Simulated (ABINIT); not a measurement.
An input for ABINIT 10.8.3 (ZnSe (Stilleite)):

```
acell 3*1.0 Angstrom
rprim 
  -0.000000000000 2.833800000000 2.833800000000
  2.833800000000 0.000000000000 2.833800000000
  2.833800000000 2.833800000000 -0.000000000000
ntypat 2
znucl 30 34
natom 2
typat 1 2
xred 
  0.000000000000 0.000000000000 0.000000000000
  0.250000000000 0.250000000000 0.250000000000
pp_dirpath "pseudos"
pseudos "Zn.upf, Se.upf"
ecut 39
ngkpt 4 4 4
nshiftk 1
shiftk 0 0 0
kptopt 1
chksymbreak 0
istwfk *1
occopt 1
irdwfk 1
optdriver 3
nband 66
ecuteps 7
inclvkb 2
awtr 1
symchi 1
indata_prefix "in"
outdata_prefix "out"
tmpdata_prefix "tmp"
```

```sh
OMP_NUM_THREADS=1 mpirun -n 4 abinit run.abi > log
```

Q: Estimate wall time and host memory on 4 MPI ranks of Intel Xeon Platinum 8488C (Sapphire Rapids), shared host.

It took 22 s; on shared hardware allow 11 s to 43 s. Peak host memory was 0.91 GiB.

[Paths, hosts, dates, memory and timing lines, banners, echoed tables and standing remarks are left out of the program output.]

[Logs are printed without paths, hosts, clocks, repeated set-up lines and the standing remarks that a program may print on its own settings, such as how far it seeks lower states.]

[Runs of the session that timed out or met a known fault of the program may be left out.]

[Hosts, paths, dates, database ids (printed as entryN), source tags and the programs' standing remarks are cut or masked in the printed files.]

[G0W0 gaps are taken among the corrected bands and points alone; a level outside them can change the order at an edge.]

[Where Ansatz stands beside ABINIT at settings called matched, ABINIT's density can come from a denser mesh and the files from another edition; pairs whose starting gaps differed by over 0.03 eV were left out, so agreement reads better than it is.]
